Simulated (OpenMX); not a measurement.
A run of OpenMX 3.8.5:

File SnSe.dat:

```
System.CurrrentDirectory             ./
System.Name                          SnSe
DATA.PATH                            ./DFT_DATA13
level.of.stdout                      1
level.of.fileout                     0
Species.Number                       2
<Definition.of.Atomic.Species
  Sn  Sn7.0-s3p2d2           Sn_PBE13
  Se  Se7.0-s3p2d2           Se_PBE13
Definition.of.Atomic.Species>

Atoms.Number                         2
Atoms.SpeciesAndCoordinates.Unit     FRAC
<Atoms.SpeciesAndCoordinates
    1  Sn    0.0070475759    0.0000000000    0.0000000000   7.000  7.000
    2  Se    0.5000000000    0.5000000000    0.5000000000   3.000  3.000
Atoms.SpeciesAndCoordinates>

Atoms.UnitVectors.Unit               Ang
<Atoms.UnitVectors
     0.0000000000    3.0100000000    3.0100000000
     3.0100000000    0.0000000000    3.0100000000
     3.0100000000    3.0100000000    0.0000000000
Atoms.UnitVectors>

scf.XcType                           GGA-PBE
scf.SpinPolarization                 off
scf.ElectronicTemperature            580.226
scf.energycutoff                     700.0
scf.maxIter                          100
scf.EigenvalueSolver                 band
scf.Kgrid                            5 5 5
scf.Mixing.Type                      rmm-diisk
scf.Init.Mixing.Weight               0.05
scf.Min.Mixing.Weight                0.001
scf.Max.Mixing.Weight                0.3
scf.Mixing.History                   25
scf.Mixing.StartPulay                8
scf.criterion                        1.0e-8
scf.dftD                             on
version.dftD                         3
DFTD3.damp                           zero
DFTD.IntDirection                    1 1 1
MD.Type                              nomd
scf.fixed.grid                       0.000000000000 0.000000000000 0.000000000000
```

Potentials or basis: OpenMX 2013 PBE set, Sn7.0-s3p2d2, Se7.0-s3p2d2, grid cutoff 700 Ry.

Launch:

```console
$ openmx SnSe.dat -nt 1 > SnSe.std
```

Hardware: 1 thread of Arm Neoverse N1, on a shared host.

**Question.** How long does it take, and how much memory?

**Answer.** Wall time 2.2 min on 1 thread of Arm Neoverse N1, with other jobs on the host, peak memory 1.3 GiB. Counts: k points 63, basis 38, scf iterations 16.
